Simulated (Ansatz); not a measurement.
The system is TePt.

```xyz
2
Lattice="0.0000 2.8730 2.8730 2.8730 0.0000 2.8730 2.8730 2.8730 0.0000" Properties=species:S:1:pos:R:3 pbc="T T T"
Te    4.3095    4.3095    4.3095
Pt    0.0000    0.0000    0.0000
```

The cell was built by a generator and needn't be a form met in nature.

```yaml
Program: Ansatz 0.2.0
Task: relaxation of cell and atoms
Functional: PBE0
Potentials_or_basis: Ansatz PAW
Cutoff: "420 eV (not typed: the program's choice for these potentials)"
k_mesh: 4 × 4 × 4
Occupations: fermi-dirac, width 0.05 eV
Spin: no spin polarisation
```

At the start: volume 23.71 Å³/atom.

How do energy, volume and symmetry change on relaxing?

It ends after 5 steps and the volume is 26.41 Å³/atom (+11.3 %); space group F-43m (No. 216, to 0.05 Å).

Step by step:
```tsv
step	energy change (eV)	largest force (eV/Å)	volume (Å³)
1	0.0000	0.0000	47.43
2	-0.1911	0.0000	54.71
3	-0.2109	0.0000	53.18
4	-0.2119	0.0000	52.81
5	-0.2133	0.0000	52.81
```

Final structure:
```
Te Pt
1.0
     0.00000    2.97785    2.97785
     2.97785    0.00000    2.97785
     2.97785    2.97785    0.00000
Te Pt
1 1
Direct
  0.75000 0.75000 0.75000
  0.00000 0.00000 0.00000
```

Caveat: the k mesh is coarse (spacing up to 0.47 Å⁻¹), so the values aren't converged, least of all with exact exchange; the plane-wave basis is chosen anew once the cell has moved, so the energies of steps on either side of that aren't comparable; the PAW data sets come from PBE, with cores solved anew for the run's functional, which leaves a small shift of forces and pressure.
